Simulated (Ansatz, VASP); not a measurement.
## Ag in VASP and in Ansatz

The input INCAR:

```
SYSTEM = Ag
PREC     = Accurate       ! precision mode
ENCUT    = 520            ! plane-wave cutoff, eV
EDIFF    = 1E-8           ! SCF threshold, eV
ISMEAR   = -1             ! smearing method
SIGMA    = 0.05           ! smearing width, eV
LREAL    = .FALSE.        ! projectors in reciprocal space
LASPH    = .TRUE.         ! aspherical terms in the spheres
NELM     = 80             ! most SCF steps
ALGO     = Normal         ! electronic algorithm
ISIF     = 2              ! what is computed and relaxed
LWAVE    = .FALSE.        ! write WAVECAR
LCHARG   = .FALSE.        ! write CHGCAR
GGA      = PE             ! functional
LEFG     = .TRUE.       
NBANDS   = 12             ! bands
```

File KPOINTS:

```
Automatic mesh
0
G
  15 15 15
  0 0 0
```

Contents of POSCAR:

```
Ag
1.0
    0.0000000000      2.0017471726      2.0017471726
    2.0017471726      0.0000000000      2.0017471726
    2.0017471726      2.0017471726      0.0000000000
Ag
1
Direct
    0.0000000000      0.0000000000      0.0000000000
```

Input for Ansatz:

```yaml
crystal:
  lattice:
    - [0.0, 2.0017471726, 2.0017471726]
    - [2.0017471726, 0.0, 2.0017471726]
    - [2.0017471726, 2.0017471726, 0.0]
  atoms:
    - { symbol: Ag, position: [0.0, 0.0, 0.0] }
kpoints:
  mp_grid: { grid: [15, 15, 15] }
scf:
  occupations: { method: fermi_dirac, width: 0.05 }
hamiltonian:
  xc: pbe
  pseudopotentials: { kind: all_electron, datasets: crystal }
output:
  forces: true
  stress: true
  eigenvalues: true
  efg: { contact_densities: true }
```

Change from the starting cell: volume scaled by 0.9405, crystal datasets.

Alike in both runs: task electric field gradients; functional PBE; k mesh 15 × 15 × 15; occupations fermi-dirac, width 0.05 eV; no spin polarisation.

```csv
,VASP,Ansatz
version,VASP 6.6.1,Ansatz 0.2.0
potentials or method,"VASP PAW PBE potentials, release 64 (Ag)","all-electron PAW with datasets made for the crystal, scalar-relativistic"
plane-wave cutoff (eV),520,see its input
```

|  | VASP | Ansatz | Ansatz less VASP |
| --- | --- | --- | --- |
| pressure (GPa) | 12.8 | 13.0 | +0.22 |
| Vzz of the field gradient on the site that differs most (V/Å²) | 0.0 | 0.0 | 0.00 |

Ansatz ran all-electron here, so the differences hold the error of VASP's frozen core and of both bases. Ansatz warned: «gradients_without_spin_orbit».
